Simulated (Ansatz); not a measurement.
Density of states of ZnCu (Pm-3m, a = 2.908 Å, b = 2.908 Å, c = 2.908 Å, α = 90.00°, β = 90.00°, γ = 90.00°), in states per eV and primitive cell, averaged over bins of 0.4 eV. Theory: DFT PBEsol, scalar-relativistic, plane waves, PAW (Ansatz).

Plane waves to 420 eV, a k mesh through Γ of 14×14×14 on the computed 2-atom cell and Gaussian smearing (0.10 eV); no spin polarisation.

The cell is relaxed at this level. The states (both spins) are summed by tetrahedra on a 21×21×21 mesh at the self-consistent density. Energies are bin centres; the table starts no lower than −8 eV and ends at 6 eV, or lower where the solved bands end.

It is a metal at this level.

| E − E_F (eV) | total | Cu 3d | Zn 3d | Cu 4s | Zn 4s |
| --- | --- | --- | --- | --- | --- |
| -7.85 | 7.45 | 0.25 | 6.71 | 0.24 | 0.23 |
| -7.45 | 11.94 | 0.32 | 11.45 | 0.05 | 0.09 |
| -7.05 | 4.59 | 0.07 | 4.31 | 0.09 | 0.11 |
| -6.65 | 0.51 | 0.04 | 0.22 | 0.13 | 0.12 |
| -6.25 | 0.51 | 0.07 | 0.14 | 0.15 | 0.14 |
| -5.85 | 0.53 | 0.11 | 0.10 | 0.14 | 0.16 |
| -5.45 | 0.64 | 0.21 | 0.10 | 0.10 | 0.22 |
| -5.05 | 1.12 | 0.54 | 0.15 | 0.07 | 0.33 |
| -4.65 | 0.82 | 0.50 | 0.07 | 0.09 | 0.13 |
| -4.25 | 1.71 | 1.31 | 0.07 | 0.17 | 0.07 |
| -3.85 | 4.78 | 4.24 | 0.19 | 0.16 | 0.06 |
| -3.45 | 5.72 | 5.41 | 0.13 | 0.03 | 0.04 |
| -3.05 | 8.21 | 7.81 | 0.18 | 0.06 | 0.08 |
| -2.65 | 2.42 | 2.14 | 0.05 | 0.06 | 0.09 |
| -2.25 | 0.48 | 0.26 | 0.02 | 0.06 | 0.07 |
| -1.85 | 0.95 | 0.50 | 0.02 | 0.22 | 0.08 |
| -1.45 | 0.78 | 0.29 | 0.02 | 0.18 | 0.10 |
| -1.05 | 0.66 | 0.18 | 0.01 | 0.14 | 0.10 |
| -0.65 | 0.59 | 0.13 | 0.01 | 0.12 | 0.10 |
| -0.25 | 0.52 | 0.09 | 0.01 | 0.10 | 0.09 |
| 0.15 | 0.47 | 0.06 | 0.01 | 0.08 | 0.08 |
| 0.55 | 0.42 | 0.04 | 0.01 | 0.07 | 0.07 |
| 0.95 | 0.37 | 0.03 | 0.00 | 0.05 | 0.05 |
| 1.35 | 0.31 | 0.02 | 0.00 | 0.04 | 0.04 |
| 1.75 | 0.27 | 0.01 | 0.00 | 0.03 | 0.03 |
| 2.15 | 0.41 | 0.03 | 0.00 | 0.07 | 0.13 |
| 2.55 | 0.60 | 0.04 | 0.01 | 0.16 | 0.19 |
| 2.95 | 0.69 | 0.04 | 0.01 | 0.18 | 0.19 |
| 3.35 | 0.74 | 0.03 | 0.01 | 0.16 | 0.16 |
| 3.75 | 0.68 | 0.02 | 0.01 | 0.12 | 0.13 |
| 4.15 | 0.67 | 0.02 | 0.00 | 0.10 | 0.11 |
| 4.55 | 0.69 | 0.01 | 0.00 | 0.10 | 0.11 |
| 4.95 | 0.67 | 0.01 | 0.00 | 0.08 | 0.09 |
| 5.35 | 0.68 | 0.01 | 0.00 | 0.07 | 0.07 |
| 5.75 | 0.69 | 0.01 | 0.00 | 0.06 | 0.06 |

The columns after the total are the Löwdin projections on the occupied valence shells of the potentials. The rest of the total lies in shells that are empty in the free atom, which aren't projected, and between the atoms.